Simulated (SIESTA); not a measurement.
**SiO2 under changes of volume**

One of the cells (15.256 Å³/atom); the others are scaled copies at fixed shape and fractional positions:

```xyz
6
Lattice="-2.4937 2.4937 3.6799 2.4937 -2.4937 3.6799 2.4937 2.4937 -3.6799" Properties=species:S:1:pos:R:3 pbc="T T T"
Si    0.0000    2.4937    1.8399
Si    0.0000    0.0000    0.0000
O    -0.4827    3.7405    0.9200
O    -1.2468    2.0110    2.7599
O     1.2468    2.9764    2.7599
O     0.4827    1.2468    0.9200
```

The cell comes from a database or a generator and needn't be the stable form of this composition.

```yaml
Program: SIESTA 5.4.2
Functional: PBE
Potentials_or_basis: PseudoDojo 0.4 standard (PBE files)
Basis: DZP (energy shift 0.003 Ry)
Grid_cutoff: 800 Ry
Energy_shift: 0.003 Ry
k_mesh: 8 × 8 × 8
Occupations: fermi-dirac, width 0.05 eV
Spin: no spin polarisation
```

| volume (Å³/atom) | energy over the lowest point (meV/atom) | pressure (GPa) | gap on the mesh (eV) | largest force (eV/Å) |
| --- | --- | --- | --- | --- |
| 14.059 | ? | ? | ? | ? |
| 14.358 | 52.13 | 14.2 | 6.88 | 1.135 |
| 14.657 | 29.38 | 10.3 | 6.76 | 0.882 |
| 15.256 | 3.90 | 3.6 | 6.49 | 0.436 |
| 15.555 | 0.00 | 0.6 | 6.34 | 0.237 |
| 15.854 | 1.34 | -2.0 | 6.16 | 0.048 |

**Question.** What does the run at 14.059 Å³/atom give?

**Answer.** Energy over the lowest point 82.61 meV/atom; pressure 18.5 GPa; gap on the mesh 6.98 eV; largest force 1.414 eV/Å.

Worked out: A Birch-Murnaghan fit of order 3 (a polynomial in V^(-2/3)) to the other rows has its minimum at 15.62 Å³/atom with B0 = V·E''(V) = 143 GPa and B' = 3.8 at fixed shape and positions, which overstates the stiffness. It gives 82.42 meV/atom at 14.059 Å³/atom, against the run's 82.61, and -dE/dV = 18.4 GPa, against 18.5. A parabola through the other rows of the gap, of slope -4.13 eV per unit of ln V there, extrapolates to 6.97 eV, against the run's 6.98.

Energies are extrapolated to zero smearing.

Caveats: the basis of atomic orbitals isn't converged, which shifts pressures, moduli and gaps; forces of over 1 eV/Å show positions far from the minimum, so gaps and moduli don't describe the material at rest (some runs).

A mesh can miss the band edges.
